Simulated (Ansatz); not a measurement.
BP:

```
P B
1.0
     0.00000    2.26900    2.26900
     2.26900    0.00000    2.26900
     2.26900    2.26900    0.00000
P B
1 1
Direct
  0.75000 0.75000 0.75000
  0.00000 0.00000 0.00000
```

```yaml
Program: Ansatz 0.2.0
Task: relaxation of cell and atoms
Functional: PBEsol
Dispersion: D4
Potentials_or_basis: Ansatz PAW
Cutoff: "420 eV (not typed: the program's choice for these potentials)"
k_mesh: 15 × 15 × 15
Occupations: fixed
Spin: no spin polarisation
```

At the start: volume 11.68 Å³/atom.

**Question.** How do energy, volume and symmetry change on relaxing?

**Answer.** It ends after 5 steps and the volume is 11.36 Å³/atom (-2.8 %); space group F-43m (No. 216, to 0.05 Å).

Step by step:
```
step  energy change (eV)  largest force (eV/Å)  volume (Å³)
   1              0.0000                0.0000        23.36
   2             -0.0081                0.0000        23.00
   3             -0.0103                0.0000        22.70
   4             -0.0103                0.0000        22.71
   5             -0.0098                0.0000        22.71
```

Final structure:
```
P B
1.0
     0.00000    2.24773    2.24773
     2.24773    0.00000    2.24773
     2.24773    2.24773    0.00000
P B
1 1
Direct
  0.75000 0.75000 0.75000
  0.00000 0.00000 0.00000
```

Caveat: the plane-wave basis is chosen anew once the cell has moved, so the energies of steps on either side of that aren't comparable; the PAW data sets come from PBE, with cores solved anew for the run's functional, which leaves a small shift of forces and pressure.
